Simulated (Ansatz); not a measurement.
Crystal: AlNi.

```
CELL_PARAMETERS angstrom
2.30068 -1.39468 0.00000
2.30068 1.39468 0.00000
-1.35645 0.00000 3.88084
ATOMIC_POSITIONS crystal
Ni 0.50000 0.50000 0.50000
Al 0.00000 0.00000 0.00000
```

The cell comes from a database or a generator and needn't be the stable form of this composition.

Base run:

```yaml
Program: Ansatz 0.2.0
Functional: RPBE
Potentials_or_basis: Ansatz PAW
Cutoff: "420 eV (not typed: the program's choice for these potentials)"
k_mesh: 11 × 11 × 7
Occupations: gaussian, width 0.1 eV
Spin: collinear spin, ferromagnetic start
Starting_moments: "[1.0, 0.0] μB"
```

Its results: band gap on the k mesh none (metal or under the smearing width); pressure 5.6 GPa; net moment 0.00 μB per cell.

Task: The run is repeated on the same cell with these changes: functional from RPBE to PBEsol. What comes out?

Result: Band gap on the k mesh none (metal or under the smearing width); pressure -3.1 GPa; net moment 0.00 μB per cell.

PBEsol binds more tightly than RPBE, so the same cell stands under less pressure.

Caveats: the PAW data sets come from PBE, with cores solved anew for the run's functional, which leaves a small shift of forces and pressure; the starting moments weren't kept.
